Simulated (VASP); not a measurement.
Here is a VASP 6.6.1 calculation.

INCAR

```
ALGO = Normal
EDIFF = 1E-7
ENCUT = 520
ISIF = 2
ISMEAR = -1
LASPH = True
LCHARG = True
LELF = True
LREAL = False
LVHAR = True
LWAVE = False
NBANDS = 12
NELM = 100
PREC = Accurate
SIGMA = 0.13605693000000002
```

File KPOINTS:

```
k-points
0
Gamma
  12 12 12
```

The input POSCAR:

```
Ce
1.0
    0.0000000000      2.2684410366      2.2684410366
    2.2684410366      0.0000000000      2.2684410366
    2.2684410366      2.2684410366      0.0000000000
Ce
1
Direct
    0.0000000000      0.0000000000      0.0000000000
```

Potentials or basis: VASP PAW LDA potentials, release 64 (Ce).

Run with:

```sh
$ cat potpaw_LDA.64/Ce/POTCAR > POTCAR
$ mpirun -np 1 vasp_std > vasp.out
```

Question: Estimate the pressure.

Answer: -0.4 GPa.

Question: What does it give for the band gap on the k mesh?

Answer: None (metal or under the smearing width).

The run has no spin-orbit coupling, so splittings on Ce are missing. Spin polarisation is off, so any magnetic state and its effect on volume and gap are missing.
